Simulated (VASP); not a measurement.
# InSe (P6_3/mmc) in VASP: a series of runs

Aim: see how the results for InSe move with the level of theory and the settings. Levels: LDA, PBEsol, optB88-vdW. Tasks: single point, relaxation of cell and atoms.

Program: VASP 6.6.1. These are calculated values, not measurements. Logs are shortened: lines on timing, memory, paths and dates and some standing lists are left out, and cuts for length are marked.

**1. The crystal as given**

The structure is hexagonal, space group P6_3/mmc (No. 194). The conventional cell has a = 4.050 Å, b = 4.050 Å, c = 16.930 Å, α = 90.00°, β = 90.00°, γ = 120.00°. Around In (site symmetry 3m) lie 3 Se at 2.52 Å. Se (site symmetry 3m) has 3 In at 2.52 Å as nearest neighbours.

**2. Single point, LDA**

Input file INCAR:

```
SYSTEM = InSe
  ALGO = Normal
  EDIFF = 1E-6
  ENCUT = 400
  ISIF = 2
  ISMEAR = 0
  LASPH = .True.
  LCHARG = .True.
  LELF = .True.
  LREAL = .False.
  LVHAR = .True.
  LWAVE = .False.
  NELM = 80
  PREC = Accurate
  SIGMA = 0.02
```

Input file KPOINTS:

```
k-points
0
Gamma
  12 12 2
  0 0 0
```

Input file POSCAR:

```
InSe
1.0
    4.0500000000      0.0000000000      0.0000000000
   -2.0250000000      3.5074028853      0.0000000000
    0.0000000000      0.0000000000     16.9300000000
In Se
4 4
Direct
    0.3333333333      0.6666666667      0.1570000000
    0.6666666667      0.3333333333      0.6570000000
    0.3333333333      0.6666666667      0.3430000000
    0.6666666667      0.3333333333      0.8430000000
    0.3333333333      0.6666666667      0.6020000000
    0.6666666667      0.3333333333      0.1020000000
    0.3333333333      0.6666666667      0.8980000000
    0.6666666667      0.3333333333      0.3980000000
```

Potentials or basis: VASP PAW LDA potentials, release 64 (In_d, Se).

On the command line:

```console
> cat potpaw_LDA.64/In_d/POTCAR potpaw_LDA.64/Se/POTCAR > POTCAR
> mpirun -np 1 vasp_std > vasp.out
```

OUTCAR:

```text
SYSTEM = InSe
   EDIFF = 1E-6
   ENCUT = 400
   ISIF = 2
   ISMEAR = 0
   LASPH = .True.
   LREAL = .False.
   NELM = 80
   PREC = Accurate

 ion  position               nearest neighbor table
   1  0.333  0.667  0.157-   6 2.52   6 2.52   6 2.52   3 3.15
   2  0.667  0.333  0.657-   5 2.52   5 2.52   5 2.52   4 3.15
   3  0.333  0.667  0.343-   8 2.52   8 2.52   8 2.52   1 3.15
   4  0.667  0.333  0.843-   7 2.52   7 2.52   7 2.52   2 3.15
   5  0.333  0.667  0.602-   2 2.52   2 2.52   2 2.52
   6  0.667  0.333  0.102-   1 2.52   1 2.52   1 2.52
   7  0.333  0.667  0.898-   4 2.52   4 2.52   4 2.52
   8  0.667  0.333  0.398-   3 2.52   3 2.52   3 2.52

  LATTYP: Found a hexagonal cell.
 ALAT       =     4.0500000000
 C/A-ratio  =     4.1802469136

  Lattice vectors:

 A1 = (   4.0500000000,   0.0000000000,   0.0000000000)
 A2 = (  -2.0250000000,   3.5074028853,   0.0000000000)
 A3 = (   0.0000000000,   0.0000000000,  16.9300000000)

Analysis of symmetry for initial positions (statically):
=====================================================================
 Subroutine PRICEL returns:
 Original cell was already a primitive cell.

 Routine SETGRP: Setting up the symmetry group for a
 hexagonal supercell.

 Subroutine GETGRP returns: Found 24 space group operations
 (whereof 12 operations were pure point group operations)
 out of a pool of 24 trial point group operations.

The static configuration has the point symmetry D_3d.
 The point group associated with its full space group is D_6h.

Analysis of symmetry for dynamics (positions and initial velocities):
=====================================================================
 Subroutine PRICEL returns:
 Original cell was already a primitive cell.

 Routine SETGRP: Setting up the symmetry group for a
 hexagonal supercell.

 Subroutine GETGRP returns: Found 24 space group operations
 (whereof 12 operations were pure point group operations)
 out of a pool of 24 trial point group operations.

The dynamic configuration has the point symmetry D_3d.
 The point group associated with its full space group is D_6h.

 Subroutine INISYM returns: Found 24 space group operations
 (whereof 12 operations are pure point group operations),
 and found     1 'primitive' translations

----------------------------------------------------------------------------------------

                                     Primitive cell

  volume of cell :     240.4903

  direct lattice vectors                    reciprocal lattice vectors
     4.050000000  0.000000000  0.000000000     0.246913580  0.142555622  0.000000000
    -2.025000000  3.507402885  0.000000000     0.000000000  0.285111244  0.000000000
     0.000000000  0.000000000 16.930000000     0.000000000  0.000000000  0.059066745

  length of vectors
     4.050000000  4.050000000 16.930000000     0.285111244  0.285111244  0.059066745

  position of ions in fractional coordinates (direct lattice)
     0.333333333  0.666666667  0.157000000
     0.666666667  0.333333333  0.657000000
     0.333333333  0.666666667  0.343000000
     0.666666667  0.333333333  0.843000000
     0.333333333  0.666666667  0.602000000
     0.666666667  0.333333333  0.102000000
     0.333333333  0.666666667  0.898000000
     0.666666667  0.333333333  0.398000000

  ion indices of the primitive-cell ions
   primitive index   ion index
                 1           1
                 2           2
                 3           3
                 4           4
                 5           5
                 6           6
                 7           7
                 8           8

----------------------------------------------------------------------------------------

 KPOINTS: k-points

Automatic generation of k-mesh.
 Grid dimensions read from file:
 generate k-points for:   12   12    2

 Generating k-lattice:

  Cartesian coordinates                     Fractional coordinates (reciprocal lattice)
     0.020576132  0.011879635  0.000000000     0.083333333 -0.000000000  0.000000000
     0.000000000  0.023759270  0.000000000     0.000000000  0.083333333  0.000000000
     0.000000000  0.000000000  0.029533373     0.000000000  0.000000000  0.500000000

  Length of vectors
     0.023759270  0.023759270  0.029533373

  Shift w.r.t. Gamma in fractional coordinates (k-lattice)
     0.000000000  0.000000000  0.000000000

 Subroutine IBZKPT returns following result:
 ===========================================

 Found     38 irreducible k-points:

 Following reciprocal coordinates:
            Coordinates               Weight
  0.000000  0.000000  0.000000      1.000000
  0.083333 -0.000000  0.000000      6.000000
  0.166667  0.000000  0.000000      6.000000
  0.250000 -0.000000  0.000000      6.000000
  0.333333 -0.000000  0.000000      6.000000
  0.416667 -0.000000  0.000000      6.000000
[... 16 lines left out ...]
  0.250000 -0.000000  0.500000      6.000000
  0.333333 -0.000000  0.500000      6.000000
 [... further k-points ...]
   k-points           NKPTS =     38   k-points in BZ     NKDIM =     38   number of bands    NBANDS=     45
   number of dos      NEDOS =    301   number of ions     NIONS =      8
   total plane-waves  NPLWV =  87808
   dimension x,y,z NGX =    28 NGY =   28 NGZ =  112
   dimension x,y,z NGXF=    56 NGYF=   56 NGZF=  224
   ions per type =               4   4
   NGX,Y,Z   is equivalent  to a cutoff of  11.49, 11.49, 11.00 a.u.
   NGXF,Y,Z  is equivalent  to a cutoff of  22.99, 22.99, 22.00 a.u.
 SYSTEM =  InSe
   PREC   = accura    normal or accurate (medium, high low for compatibility)
   ISTART =      0    job   : 0-new  1-cont  2-samecut
   ICHARG =      2    charge: 1-file 2-atom 10-const
   ISPIN  =      1    spin polarized calculation?
   LNONCOLLINEAR =      F non collinear calculations
   LSORBIT =      F    spin-orbit coupling
   LASPH  =      T    aspherical Exc in radial PAW
   ENCUT  =  400.0 eV  29.40 Ry    5.42 a.u.   6.60  6.60 27.61*2*pi/ulx,y,z
   NELM   =     80;   NELMIN=  2; NELMDL= -5     # of ELM steps
   EDIFF  = 0.1E-05   stopping-criterion for ELM
   LREAL  =      F    real-space projection
   EDIFFG = 0.1E-04   stopping-criterion for IOM
   NSW    =      0    number of steps for IOM
   IBRION =     -1    ionic relax: 0-MD 1-quasi-New 2-CG
   NFREE  =      0    steps in history (QN), initial steepest desc. (CG)
   ISIF   =      2    stress and relaxation
   ISYM   =      2    0-nonsym 1-usesym 2-fastsym
   POTIM  = 0.5000    time-step for ionic-motion
   TEBEG  =    0.0;   TEEND  =   0.0 temperature during run
   PSTRESS=    0.0 pullay stress
   NELECT =      76.0000    total number of electrons
   NUPDOWN=      -1.0000    fix difference up-down
   EMIN   =  10.00;   EMAX   =-10.00  energy-range for DOS
   EFERMI =   0.00;   METHOD = LEGACY
   ISMEAR =     0;   SIGMA  =   0.02  broadening in eV -4-tet -1-fermi 0-gaus
   EFERMI_NEDOS =   21; number of points for ismear=-14 and -15
   IALGO  =     38    algorithm
   IMIX   =      4    mixing-type and parameters
     AMIX     =   0.40;   BMIX     =  1.00
     AMIX_MAG =   1.60;   BMIX_MAG =  1.00
  volume/ion in A,a.u.               =      30.06       202.86
  Fermi-wavevector in a.u.,A,eV,Ry     =   1.115099  2.107232 16.918111  1.243446
  Thomas-Fermi vector in A             =   2.251701
   LORBIT       =      0    0 simple, 1 ext, 2 COOP (PROOUT), +10 PAW based schemes
   GGA     = CA    functional components
   LHFCALC =     F    Hartree Fock is set to
   AEXX    =    0.0000 exact exchange contribution
   IVDW    =     0    specifies the selected vdW correction
   LEPSILON=     F    determine dielectric tensor
   LRPA    =     F    only Hartree local field effects (RPA)
 non-spin polarized calculation
 Gauss-broadening in eV      SIGMA  =   0.02
  energy-cutoff  :      400.00
  volume of cell :      240.49
 maximum number of plane-waves:      4419
 NGX is ok and might be reduce to    28
   NGX = 13   NGY = 13   NGZ = 55

 number of electron      75.9999993 magnetization

 Free energy of the ion-electron system (eV)
  ---------------------------------------------------
  ext. energy  EPLUGINS =         0.00000000
  ---------------------------------------------------
  free energy    TOTEN  =       -31.71296428 eV

  energy without entropy =      -31.71258100  energy(sigma->0) =      -31.71277264

 E-fermi :   4.1215     XC(G=0):  -9.0433

 val. band max:        4.1112704854   @ k =   0.0833  -0.0000   0.0000
 cond. band min:       4.1372538095   @ k =   0.0833  -0.0000   0.0000
 fundamental gap:      0.0259833241
 Fermi energy:         4.1215468759

 k-point     1 :       0.0000    0.0000    0.0000
  band No.  band energies     occupation
      1     -11.1499      2.00000
      2     -11.1368      2.00000
      3     -11.0546      2.00000
      4     -11.0345      2.00000
      5     -10.9356      2.00000
      6     -10.9356      2.00000
[... 37 lines left out ...]
     44       7.8061      0.00000
     45       7.9552      0.00000

 k-point     2 :       0.0833   -0.0000    0.0000
  band No.  band energies     occupation
      1     -11.1893      2.00000
      2     -11.1757      2.00000
      3     -11.1251      2.00000
      4     -11.1078      2.00000
      5     -10.9298      2.00000
      6     -10.9294      2.00000
[... 37 lines left out ...]
     44       7.7019      0.00000
     45       7.9813      0.00000

 k-point     3 :       0.1667    0.0000    0.0000
  band No.  band energies     occupation
      1     -11.2690      2.00000
      2     -11.2552      2.00000
      3     -11.2291      2.00000
      4     -11.2131      2.00000
      5     -10.9142      2.00000
      6     -10.9138      2.00000
[... 997 lines left out ...]
     44       7.7041      0.00000
     45       7.9428      0.00000

 k-point    24 :       0.3333   -0.0000    0.5000
  band No.  band energies     occupation
      1     -11.4102      2.00000
      2     -11.4102      2.00000
      3     -11.3832      2.00000
      4     -11.3832      2.00000
      5     -10.8753      2.00000
      6     -10.8753      2.00000
[... 37 lines left out ...]
     44       7.4158      0.00000
     45       8.1664      0.00000

 [... further k-points ...]

------------------------ aborting loop because EDIFF is reached ----------------------------------------

  FORCE on cell =-STRESS in cart. coord.  units (eV):
  Direction    XX          YY          ZZ          XY          YZ          ZX
  --------------------------------------------------------------------------------------
  -------------------------------------------------------------------------------------
  Total        8.7035545      8.7035545     -1.8590351      0.0000000      0.0000000      0.0000000
  in kB       57.9841909     57.9841909    -12.3851292      0.0000000      0.0000000      0.0000000
  external PRESSURE =      34.5277509 kB  Pullay stress =       0.0000000 kB

 VOLUME and BASIS-vectors are now :
 -----------------------------------------------------------------------------
  energy-cutoff  :      400.00
  volume of cell :      240.49
      direct lattice vectors                 reciprocal lattice vectors
     4.050000000  0.000000000  0.000000000     0.246913580  0.142555622  0.000000000
    -2.025000000  3.507402885  0.000000000     0.000000000  0.285111244  0.000000000
     0.000000000  0.000000000 16.930000000     0.000000000  0.000000000  0.059066745

 POSITION                                       TOTAL-FORCE (eV/Angst)
 -----------------------------------------------------------------------------------
     -0.00000      2.33827      2.65801         0.000000      0.000000      2.635312
      2.02500      1.16913     11.12301         0.000000     -0.000000      2.635312
     -0.00000      2.33827      5.80699        -0.000000      0.000000     -2.635312
      2.02500      1.16913     14.27199         0.000000     -0.000000     -2.635312
     -0.00000      2.33827     10.19186        -0.000000      0.000000     -1.670235
      2.02500      1.16913      1.72686         0.000000      0.000000     -1.670235
     -0.00000      2.33827     15.20314        -0.000000      0.000000      1.670235
      2.02500      1.16913      6.73814         0.000000     -0.000000      1.670235
 -----------------------------------------------------------------------------------
    total drift:                               -0.000000     -0.000000      0.000000

  FREE ENERGIE OF THE ION-ELECTRON SYSTEM (eV)
  ---------------------------------------------------
  free  energy   TOTEN  =       -31.7129642827 eV

  energy  without entropy=      -31.7125810043  energy(sigma->0) =      -31.71277264
```

Wall time 3.3 min (1 thread of Intel Xeon Platinum 8488C (Sapphire Rapids), shared host); peak memory 0.36 GiB.

What came out:

| Property | Result |
| --- | --- |
| Free energy | -31.7130 eV |
| Pressure | 3.5 GPa |
| Largest force | 2.635 eV/Å |
| Band gap on the k mesh | none (metal or under the smearing width) |

Forces on the atoms (eV/Å):
```
In   0.000  0.000  2.635
In   0.000  0.000  2.635
In   0.000  0.000 -2.635
In   0.000  0.000 -2.635
Se   0.000  0.000 -1.670
Se   0.000  0.000 -1.670
Se   0.000  0.000  1.670
Se   0.000  0.000  1.670
```

Stress tensor (GPa, compression positive):
```
 5.80  0.00  0.00
 0.00  5.80  0.00
 0.00  0.00 -1.24
```

Caveat: forces of over 1 eV/Å show positions far from the minimum, so gaps and moduli don't describe the material at rest.

**3. Relaxation of cell and atoms, PBEsol**

Input file INCAR:

```
  PREC = Accurate
  ENCUT = 400
  EDIFF = 1E-6
  ISMEAR = 0
  SIGMA = 0.02
  LREAL = False
  LASPH = True
  NELM = 60
  ALGO = Normal
  ISIF = 3
  LWAVE = False
  LCHARG = False
  GGA = PS
  IBRION = 2
  NSW = 40
  EDIFFG = -0.005
```

Input file KPOINTS:

```
regular mesh
0
Gamma
  8 8 2
```

POSCAR is that of step 2.

Potentials or basis: VASP PAW PBE potentials, release 64 (In_d, Se).

On the command line:

```console
> cat potpaw_PBE.64/In_d/POTCAR potpaw_PBE.64/Se/POTCAR > POTCAR
> mpirun -np 1 vasp_std > vasp.out
```

Run time: 34 min. Hardware: 1 thread of Intel Xeon Platinum 8488C (Sapphire Rapids), shared host; peak memory 0.36 GiB.

Results (log left out):

```yaml
Free_energy: -31.1941 eV
Relaxed_volume: 29.48 Å³/atom
Relaxed_cell: a = 4.006 Å, b = 4.006 Å, c = 16.967 Å, α = 90.00°, β = 90.00°, γ = 120.00°
Space_group_after_relaxing_to_0.05_Å: P6_3/mmc (No. 194)
Energy_gained_by_relaxing: 210.8 meV/atom
Ionic_steps: 30
Pressure_after_relaxing: 0.0 GPa
Band_gap_on_the_k_mesh: 0.41 eV, direct
```

Step by step:
```
step  energy change (eV)  largest force (eV/Å)  pressure (GPa)  volume (Å³)
   1              0.0000                2.7551            5.10       240.49
   2             -0.9658                0.2388           -4.42       274.99
   3             -1.1709                0.8802           -2.38       263.67
   4             -1.4830                0.2931           -1.29       250.66
   5             -1.5372                0.2260           -0.39       243.37
   6             -1.6398                0.2830            0.51       237.38
   7             -1.6542                0.3238            1.18       233.69
   8             -1.6735                0.1523           -0.53       238.05
   9             -1.6848                0.0733            0.08       236.43
  10             -1.6848                0.0769            0.10       236.37
  11             -1.6861                0.0251           -0.01       236.78
  12             -1.6862                0.0113            0.01       236.69
  13             -1.6862                0.0113            0.01       236.70
  14             -1.6861                0.0145            0.00       236.74
  15             -1.6862                0.0106            0.00       236.70
  16             -1.6862                0.0072           -0.01       236.74
  17             -1.6862                0.0059           -0.04       236.80
  18             -1.6862                0.0051           -0.03       236.78
  19             -1.6862                0.0031           -0.03       236.70
  20             -1.6863                0.0047           -0.01       236.53
  21             -1.6863                0.0148            0.02       236.21
  22             -1.6863                0.0143            0.03       236.17
  23             -1.6864                0.0102            0.01       236.06
  24             -1.6864                0.0038            0.02       235.83
  25             -1.6864                0.0020            0.02       235.78
  26             -1.6864                0.0035            0.01       235.67
  27             -1.6864                0.0035            0.02       235.71
  28             -1.6864                0.0064            0.00       235.83
  29             -1.6864                0.0069            0.00       235.84
  30             -1.6864                0.0005            0.01       235.85
```

Final structure:
```yaml
crystal:
  lattice:
    - [4.00644, 0.00000, 0.00000]
    - [-2.00322, 3.46968, 0.00000]
    - [0.00000, 0.00000, 16.96656]
  atoms:
    - { symbol: In, position: [0.33333, 0.66667, 0.16821] }
    - { symbol: In, position: [0.66667, 0.33333, 0.66821] }
    - { symbol: In, position: [0.33333, 0.66667, 0.33179] }
    - { symbol: In, position: [0.66667, 0.33333, 0.83179] }
    - { symbol: Se, position: [0.33333, 0.66667, 0.59270] }
    - { symbol: Se, position: [0.66667, 0.33333, 0.09270] }
    - { symbol: Se, position: [0.33333, 0.66667, 0.90730] }
    - { symbol: Se, position: [0.66667, 0.33333, 0.40730] }
```

Levels at points of the mesh, in eV from the valence-band top:
| k point | band 35 | band 36 | band 37 | band 38 | band 39 | band 40 | band 41 | band 42 |
| --- | --- | --- | --- | --- | --- | --- | --- | --- |
| (0.00, 0.00, 0.00) | -1.13 | -1.05 | -1.05 | 0.00 | 0.41 | 1.68 | 2.10 | 2.10 |
| (0.50, 0.00, 0.00) | -2.08 | -2.02 | -1.97 | -1.39 | 1.20 | 1.22 | 1.88 | 1.97 |
| (0.00, 0.00, 0.50) | -1.08 | -1.08 | -0.88 | -0.88 | 1.21 | 1.21 | 2.11 | 2.11 |
| (0.50, 0.00, 0.50) | -2.04 | -2.04 | -1.70 | -1.70 | 1.46 | 1.46 | 1.62 | 1.62 |

Caveat: the PAW data sets were made with another functional, which shifts forces and pressure a little; spin-orbit coupling is left out, which moves the levels of the heavy elements; this functional lacks dispersion, which binds the layers, so the pressure and a relaxed spacing across them are unreliable.

[end of part 1 of 2]
